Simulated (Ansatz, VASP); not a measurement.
One calculation of KCl, two programs

File INCAR:

```
  ALGO = Fast
  EDIFF = 1E-6
  ENCUT = 520
  GGA = PE
  ISIF = 2
  ISMEAR = 0
  LASPH = True
  LCHARG = True
  LELF = True
  LREAL = False
  LVHAR = True
  LWAVE = False
  NBANDS = 24
  NELM = 100
  PREC = Accurate
  SIGMA = 0.1
```

File KPOINTS:

```
k-points
0
Gamma
  6 6 4
```

The input POSCAR:

```
KCl
1.0
    4.5114174587      0.0000000000      0.0000000000
   -2.2557087294      3.9070021264      0.0000000000
    0.0000000000      0.0000000000      7.3071765218
K Cl
2 2
Direct
    0.6666666700      0.3333333300      0.8760170000
    0.3333333300      0.6666666700      0.3760170000
    0.6666666700      0.3333333300      0.4989840000
    0.3333333300      0.6666666700      0.9989840000
```

Input for Ansatz:

```yaml
crystal:
  lattice:
    - [4.5114174587, 0.0, 0.0]
    - [-2.2557087294, 3.9070021264, 0.0]
    - [0.0, 0.0, 7.3071765218]
  atoms:
    - { symbol: K, position: [0.66666667, 0.33333333, 0.876017] }
    - { symbol: K, position: [0.33333333, 0.66666667, 0.376017] }
    - { symbol: Cl, position: [0.66666667, 0.33333333, 0.498984] }
    - { symbol: Cl, position: [0.33333333, 0.66666667, 0.998984] }
basis:
  ecutwfc: 420
kpoints:
  mp_grid: { grid: [6, 6, 4] }
hamiltonian:
  xc: pbe
scf:
  occupations: { method: gaussian, width: 0.1 }
output:
  forces: true
  stress: true
  eigenvalues: true
```

Alike in both runs: task single point; functional PBE; k mesh 6 × 6 × 4; occupations gaussian, width 0.1 eV; no spin polarisation.

|  | VASP | Ansatz |
| --- | --- | --- |
| version | VASP 6.6.1 | Ansatz 0.2.0 |
| potentials or method | VASP PAW PBE potentials, release 64 (K_sv, Cl) | scalar-relativistic, plane waves, PAW |
| plane-wave cutoff (eV) | 520 | 420 |
| valence electrons in the cell | 32 | 32 |

VASP gave:

| Quantity | Value |
| --- | --- |
| gap on the k mesh at the Fermi level (eV) | 5.37 |
| least direct gap on the mesh (eV) | 5.48 |
| pressure (GPa) | 7.4 |
| largest component of the traceless stress (GPa) | 0.28 |
| rms of the force components (eV/Å) | 0.025 |

Q: Estimate Ansatz's values.

A: gap on the k mesh at the Fermi level (eV): 5.37; least direct gap on the mesh (eV): 5.49; pressure (GPa): 7.3; largest component of the traceless stress (GPa): 0.27; rms of the force components (eV/Å): 0.025.

Atom by atom the forces differ by 0.000 eV/Å (rms over components).

A k mesh can miss the band edges.
